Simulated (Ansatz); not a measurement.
# Rutile SnO2, size series (96 atoms): geometry optimisation

Aim: bring rutile SnO2, size series (96 atoms) to a nearby minimum of the energy and see what moves.

Method: Kohn-Sham DFT, RPBE, PAW (set soft_2), plane waves, in Ansatz 0.2.0.

## 1. The starting structure

The cell holds 96 atoms: 32 Sn and 64 O. Cell: a = 9.474 Å, b = 9.474 Å, c = 12.744 Å, α = 90.0°, β = 90.0°, γ = 90.0°. It derives from SnO2 (rutile), repeated 2×2×4. Rutile SnO2 (cell 4.737, 4.737, 3.186, 90, 90, 90), 2 x 2 x 4 conventional cells; ideal positions.

Limits known from the start: Only the Γ point is sampled, in a cell whose shortest periodic width is 9 Å.

## 2. Single point at the start

A single point comes first, to see the forces before anything moves.

Contents of input.yaml:

```yaml
crystal:
  lattice:
    - [9.474, 0.0, 0.0]
    - [0.0, 9.474, 0.0]
    - [0.0, 0.0, 12.744]
  atoms:
    - { symbol: Sn, position: [0.0, 0.0, 0.0] }
    - { symbol: Sn, position: [0.25, 0.25, 0.125] }
    - { symbol: O, position: [0.1535, 0.1535, 0.0] }
    - { symbol: O, position: [0.3465, 0.3465, 0.0] }
    [... 86 atom lines left out ...]
    - { symbol: Sn, position: [0.5, 0.5, 0.75] }
    - { symbol: Sn, position: [0.75, 0.75, 0.875] }
    - { symbol: O, position: [0.6535, 0.6535, 0.75] }
    - { symbol: O, position: [0.8465, 0.8465, 0.75] }
    - { symbol: O, position: [0.5965, 0.9035, 0.875] }
    - { symbol: O, position: [0.9035, 0.5965, 0.875] }
kpoints:
  mp_grid: { grid: [1, 1, 1] }
hamiltonian:
  xc: rpbe
scf:
  occupations: { method: fixed }
output:
  forces: true
  stress: true
  populations: true
  dos:
    method: { smearing: { sigma: 0.1 } }
    de: 0.1
    projected: { site_lists: { O: [O], Sn: [Sn] } }
  eigenvalues: true
```

Command:

```sh
$ ansatz run input.yaml --threads 4 --pin off --max-ram 8192MiB --backend cpu --events-out ev --progress --plain --runs-dir out
```

Wall time 21 s (4 threads of Arm Neoverse V2, shared host); peak memory 1.7 GiB; 80 s of CPU time.

Read from the output:

```
free energy                                      : -229467.0960 eV
free energy per atom                             : -2390.2823 eV/atom
SCF cycles                                       : 7
pressure                                         : 15.25 GPa
r.m.s. force component                           : 0.1274 eV/Å
longest force                                    : 0.2702 eV/Å
Fermi energy                                     : 9.688 eV
gap (highest filled to lowest empty level) : 1.371 eV
spilling of the projection                       : 0.005104
```

The r.m.s. force component of 0.13 eV/Å and the pressure of 15 GPa set the starting point.

Length of the force by element:

| element | coordination | atoms | mean length of the force (eV/Å) | spread | least | most |
| --- | --- | --- | --- | --- | --- | --- |
| O | all | 64 | 0.270 | 0 | 0.270 | 0.270 |
| Sn | all | 32 | 0 | 0 | 0 | 0 |

## 3. Relaxation

With the cell held, the atoms are moved downhill towards a nearby minimum.

input.yaml, the sections that differ from step 2:

```yaml
output:
  forces: true
relax:
  f_tol: 0.03
  max_steps: 200
# crystal, kpoints, hamiltonian, scf: as in step 2
```

It took 29 s on 4 threads; peak memory 1.6 GiB; 1.8 min of CPU time.

Relaxation path:

| step | energy less that of the first step (eV) | largest force component (eV/Å) |
| --- | --- | --- |
| 1 | 0.0000 | 0.1911 |
| 2 | -0.0881 | 0.0471 |
| 3 | -0.0938 | 0.0003 |

The atoms that moved most (Å):

| atom | dx | dy | dz | length |
| --- | --- | --- | --- | --- |
| O4 | 0.008 | 0.008 | 0.000 | 0.011 |
| O10 | 0.008 | 0.008 | 0.000 | 0.011 |
| O16 | 0.008 | 0.008 | 0.000 | 0.011 |
| O22 | 0.008 | 0.008 | 0.000 | 0.011 |
| O11 | 0.008 | -0.008 | 0.000 | 0.011 |
| O12 | -0.008 | 0.008 | 0.000 | 0.011 |
| O6 | -0.008 | 0.008 | 0.000 | 0.011 |
| O5 | 0.008 | -0.008 | 0.000 | 0.011 |

The relaxation changed the energy by -0.977 meV/atom, and atoms moved by 0.009 Å r.m.s., 0.011 Å at most.

## 4. Structure statistics after relaxation

Bonds before and after, by the cutoffs listed below:

| pair | bonds before | bonds after | mean before (Å) | mean after (Å) | spread before (Å) | spread after (Å) |
| --- | --- | --- | --- | --- | --- | --- |
| O-Sn | 192 | 192 | 2.053 | 2.054 | 0.002 | 0.006 |

Density 7.00 g/cm³, 11.92 Å³ an atom.

g(r), total and by pair (bins of 0.2 Å):

| r (Å) | total | O-O | O-Sn | Sn-Sn |
| --- | --- | --- | --- | --- |
| 2.00 | 4.48 | 0.00 | 10.05 | 0.00 |
| 2.20 | 0.00 | 0.00 | 0.00 | 0.00 |
| 2.40 | 0.00 | 0.00 | 0.00 | 0.00 |
| 2.60 | 0.46 | 1.03 | 0.00 | 0.00 |
| 2.80 | 0.00 | 0.00 | 0.00 | 0.00 |
| 3.00 | 2.96 | 6.65 | 0.00 | 0.00 |
| 3.20 | 0.94 | 1.41 | 0.00 | 2.82 |
| 3.40 | 0.54 | 1.21 | 0.00 | 0.00 |
| 3.60 | 0.99 | 0.00 | 2.23 | 0.00 |
| 3.80 | 1.80 | 0.00 | 2.00 | 8.20 |
| 4.00 | 0.19 | 0.43 | 0.00 | 0.00 |
| 4.20 | 1.79 | 0.83 | 3.19 | 0.00 |
| 4.40 | 0.00 | 0.00 | 0.00 | 0.00 |
| 4.60 | 0.87 | 1.30 | 0.65 | 0.00 |
| 4.80 | 1.94 | 1.27 | 2.44 | 2.55 |
| 5.00 | 1.49 | 2.21 | 1.15 | 0.00 |
| 5.20 | 0.24 | 0.53 | 0.00 | 0.00 |
| 5.40 | 0.88 | 1.97 | 0.00 | 0.00 |
| 5.60 | 0.80 | 0.00 | 1.80 | 0.00 |
| 5.80 | 1.53 | 1.74 | 0.00 | 6.83 |
| 6.00 | 1.42 | 1.59 | 1.59 | 0.00 |
| 6.20 | 0.67 | 0.00 | 1.49 | 0.00 |
| 6.40 | 0.55 | 0.35 | 0.70 | 0.70 |
| 6.60 | 0.71 | 0.64 | 0.64 | 1.27 |
| 6.80 | 0.82 | 1.84 | 0.00 | 0.00 |
| 7.00 | 0.77 | 0.00 | 1.73 | 0.00 |
| 7.20 | 1.10 | 0.82 | 1.67 | 0.00 |
| 7.40 | 2.54 | 3.11 | 2.08 | 2.06 |

Bonds by pair of elements; cutoffs follow the first minimum of g(r), held within bounds set by covalent radii, and pairs that aren't listed don't count as bonded:

| pair A-B | cutoff (Å) | bonds | mean length (Å) | spread (Å) | shortest (Å) | B about A | A about B |
| --- | --- | --- | --- | --- | --- | --- | --- |
| O-Sn | 2.48 | 192 | 2.05 | 0.006 | 2.05 | 3 | 6 |

How many atoms have how many bonded neighbours:

| element | mean | 3 | 6 |
| --- | --- | --- | --- |
| O | 3 | 64 | 0 |
| Sn | 6 | 0 | 32 |

Bond angles, per cent of each kind in bins of 5°:

| angle (°) | O-Sn-O | Sn-O-Sn |
| --- | --- | --- |
| 75–80 | 13.3 | 0.0 |
| 80–85 | 0.0 | 0.0 |
| 85–90 | 20.0 | 0.0 |
| 90–95 | 33.3 | 0.0 |
| 95–100 | 0.0 | 0.0 |
| 100–105 | 13.3 | 33.3 |
| 105–110 | 0.0 | 0.0 |
| 110–115 | 0.0 | 0.0 |
| 115–120 | 0.0 | 0.0 |
| 120–125 | 0.0 | 0.0 |
| 125–130 | 0.0 | 66.7 |
| 130–135 | 0.0 | 0.0 |
| 135–140 | 0.0 | 0.0 |
| 140–145 | 0.0 | 0.0 |
| 145–150 | 0.0 | 0.0 |
| 150–155 | 0.0 | 0.0 |
| 155–160 | 0.0 | 0.0 |
| 160–165 | 0.0 | 0.0 |
| 165–170 | 0.0 | 0.0 |
| 170–175 | 0.0 | 0.0 |
| 175–180 | 20.0 | 0.0 |

Bond angles (no mean is given where the spread exceeds 20°):

| angle | count | mean (°) | spread (°) |
| --- | --- | --- | --- |
| O-Sn-O | 480 | - | - |
| Sn-O-Sn | 192 | 120 | 13.2 |

Rings of the network by King's shortest-path rule, up to 12 atoms, one path for each pair of neighbours; H, halogens, alkali and alkaline-earth atoms are left out, and the last column divides by all other atoms, bonded or not:

| ring size (atoms) | rings | per network atom |
| --- | --- | --- |
| 4 | 32 | 0.333 |
| 6 | 128 | 1.33 |
| 8 | 88 | 0.917 |

With the cutoffs above, all O atoms have 3 and all Sn atoms have 6 bonded neighbours. Rings of 6 atoms are the most common (52 % of those counted); sizes run from 4 to 8.

## 5. Single point at the relaxed geometry

One more single point at the end of the walk gives the fuller output and checks the residual forces.

Contents of input.yaml:

```yaml
crystal:
  lattice:
    - [9.474, 0.0, 0.0]
    - [0.0, 9.474, 0.0]
    - [0.0, 0.0, 12.744]
  atoms:
    - { symbol: Sn, position: [1.0, 1.0, 1.0] }
    - { symbol: Sn, position: [0.25, 0.25, 0.125] }
    - { symbol: O, position: [0.15269, 0.15269, 1.0] }
    - { symbol: O, position: [0.34731, 0.34731, 1.0] }
    [... 86 atom lines left out ...]
    - { symbol: Sn, position: [0.5, 0.5, 0.75] }
    - { symbol: Sn, position: [0.75, 0.75, 0.875] }
    - { symbol: O, position: [0.65269, 0.65269, 0.75] }
    - { symbol: O, position: [0.84731, 0.84731, 0.75] }
    - { symbol: O, position: [0.59731, 0.90269, 0.875] }
    - { symbol: O, position: [0.90269, 0.59731, 0.875] }
kpoints:
  mp_grid: { grid: [1, 1, 1] }
hamiltonian:
  xc: rpbe
scf:
  occupations: { method: fixed }
output:
  forces: true
  stress: true
  populations: true
  dos:
    method: { smearing: { sigma: 0.1 } }
    de: 0.1
    projected: { site_lists: { O: [O], Sn: [Sn] } }
  eigenvalues: true
  write_density: true
  write_potential: true
  volumetric_format: npy
  elf: true
```

Elapsed: 22 s, on 4 threads; peak memory 1.7 GiB; 85 s of CPU time.

Read from the output:

| Quantity | Value |
| --- | --- |
| free energy | -229467.1898 eV |
| free energy per atom | -2390.2832 eV/atom |
| SCF cycles | 7 |
| pressure | 14.88 GPa |
| r.m.s. force component | 0.00019 eV/Å |
| longest force | 0.0004 eV/Å |
| Fermi energy | 9.694 eV |
| gap (highest filled to lowest empty level) | 1.334 eV |
| spilling of the projection | 0.005096 |

Löwdin charges by element (they lack the spilled electrons, 0.044 e an atom on average):

| element | coordination | atoms | mean charge (e) | spread | least | most |
| --- | --- | --- | --- | --- | --- | --- |
| O | all | 64 | -0.824 | 0 | -0.824 | -0.824 |
| Sn | all | 32 | 1.78 | 0 | 1.78 | 1.78 |

States in the cell by windows of 1 eV, zero at the Fermi level; the larger projections on atomic orbitals stand beside the total:

| from (eV) | to (eV) | total | O p | Sn s | Sn p |
| --- | --- | --- | --- | --- | --- |
| -10 | -9 | 0.0 | 0.0 | 0.0 | 0.0 |
| -9 | -8 | 4.9 | 2.8 | 1.9 | 0.0 |
| -8 | -7 | 8.8 | 5.2 | 3.2 | 0.3 |
| -7 | -6 | 40.3 | 24.2 | 11.7 | 1.6 |
| -6 | -5 | 17.1 | 12.0 | 1.1 | 2.9 |
| -5 | -4 | 36.8 | 27.9 | 1.4 | 6.7 |
| -4 | -3 | 58.4 | 46.9 | 0.1 | 9.0 |
| -3 | -2 | 53.9 | 45.7 | 0.8 | 4.4 |
| -2 | -1 | 84.1 | 80.0 | 0.2 | 1.3 |
| -1 | 0 | 78.2 | 76.6 | 0.0 | 0.4 |
| 0 | 1 | 1.5 | 1.5 | 0.0 | 0.0 |
| 1 | 2 | 2.0 | 0.1 | 1.3 | 0.0 |
| 2 | 3 | 0.0 | 0.0 | 0.0 | 0.0 |
| 3 | 4 | 3.5 | 1.1 | 1.5 | 0.2 |
| 4 | 5 | 12.9 | 3.8 | 5.5 | 1.5 |

With fixed occupations the program's Fermi level is the highest filled level; weight inside the gap is the broadening of levels at its edges.

Between -22 and -10 eV lie 448 more states.

The levels nearest the highest filled one (over half full), pooled over k-points and spins:

| level less the highest filled one (eV) | occupation |
| --- | --- |
| -0.620 | 2 |
| -0.620 | 2 |
| -0.620 | 2 |
| -0.496 | 2 |
| -0.496 | 2 |
| 0 | 2 |
| 1.33 | 0 |
| 3.88 | 0 |
| 3.88 | 0 |
| 4.53 | 0 |
| 4.53 | 0 |
| 4.53 | 0 |

Mean Löwdin charges: O -0.82, Sn +1.78 e (they miss 0.51 % of the electrons, so they add up to more than the cell's charge). The largest share in the top eV of filled states is O p (99 % of the projected weight), and in the lowest eV of empty states Sn s (65 % of the projected weight).

## 6. Results

```yaml
energy_change_in_the_relaxation: -0.977 meV/atom
r_m_s_displacement: 0.009 Å
largest_displacement: 0.011 Å
free_energy_per_atom: -2390.2832 eV/atom
density: 7.001 g/cm³
pressure: 14.88 GPa
r_m_s_force_component: 0.00019 eV/Å
spacing_of_highest_filled_and_lowest_empty_level: 1.334 eV
wall_time_of_the_3_dft_runs: 73 s
```

Relaxation lowers the energy by 0.977 meV/atom and moves atoms by 0.009 Å r.m.s.; the r.m.s. force component goes from 0.13 to 1.9e-4 eV/Å, the pressure goes from 15 to 15 GPa, and the gap from 1.37 to 1.33 eV. By the final cutoffs no bond was broken or made. From the first step to the last the energy fell by 0.094 eV, and the largest move was 0.011 Å (O4, with 63 other atoms within 2 % of it). With the cutoffs above, all O atoms have 3 and all Sn atoms have 6 bonded neighbours. Between filled and empty levels lie 1.33 eV at Γ alone; the mesh holds the band edges only if they fold onto it, so the gap at this level can be narrower or closed, while semilocal functionals tend to narrow gaps against experiment.

Caveats: The pressure of 15 GPa says that the cell would expand at this level of theory.

[Logs are printed without paths, hosts, clocks, repeated set-up lines and the standing remarks that a program may print on its own settings, such as how far it seeks lower states.]

[Hosts, paths, dates, database ids (printed as entryN), source tags and the programs' standing remarks are cut or masked in the printed files.]
